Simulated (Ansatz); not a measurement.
ZnO (zincite) under changes of volume

One of the cells (11.900 Å³/atom); the others are scaled copies at fixed shape and fractional positions:

```
Zn O
1.0
     3.24931    0.00000    0.00000
    -1.62465    2.81398    0.00000
     0.00000    0.00000    5.20571
Zn O
2 2
Direct
  0.66667 0.33333 0.00000
  0.33333 0.66667 0.50000
  0.33333 0.66667 0.87901
  0.66667 0.33333 0.37901
```

```yaml
Program: Ansatz 0.2.0
Functional: RPBE
Dispersion: D3(BJ)
Potentials_or_basis: Ansatz PAW
Cutoff: "420 eV (not typed: the program's choice for these potentials)"
k_mesh: 9 × 9 × 5
Occupations: fermi-dirac, width 0.05 eV
Spin: no spin polarisation
```

```tsv
volume (Å³/atom)	energy over the lowest point (meV/atom)	pressure (GPa)	gap on the mesh (eV)	largest force (eV/Å)
11.186	2.42	3.3	0.99	0.112
11.424	0.00	0.0	0.96	0.104
11.662	?	?	?	?
11.900	8.74	-5.6	0.90	0.089
12.138	18.93	-8.0	0.88	0.081
12.376	32.42	-10.1	0.85	0.075
12.614	48.85	-12.0	0.83	0.068
```

Problem. What does the run at 11.662 Å³/atom give?

Solution. Energy over the lowest point 2.29 meV/atom; pressure -3.0 GPa; gap on the mesh 0.93 eV; largest force 0.096 eV/Å.

Worked out: A Birch-Murnaghan fit of order 3 (a polynomial in V^(-2/3)) to the other rows has its minimum at 11.42 Å³/atom with B0 = V·E''(V) = 152 GPa and B' = 4.6 at fixed shape and positions, which overstates the stiffness. It gives 2.28 meV/atom at 11.662 Å³/atom, against the run's 2.29, and -dE/dV = -3.0 GPa, against -3.0. A straight line through the other rows of the gap, of slope -1.34 eV per unit of ln V (its deformation potential), gives 0.93 eV, against the run's 0.93.

Energies are extrapolated to zero smearing.

Caveats: odd divisions of the mesh miss points on the zone boundary, where band edges often lie, so the gap on the mesh can be too wide; the PAW data sets come from PBE, with cores solved anew for the run's functional, which leaves a small shift of forces and pressure.
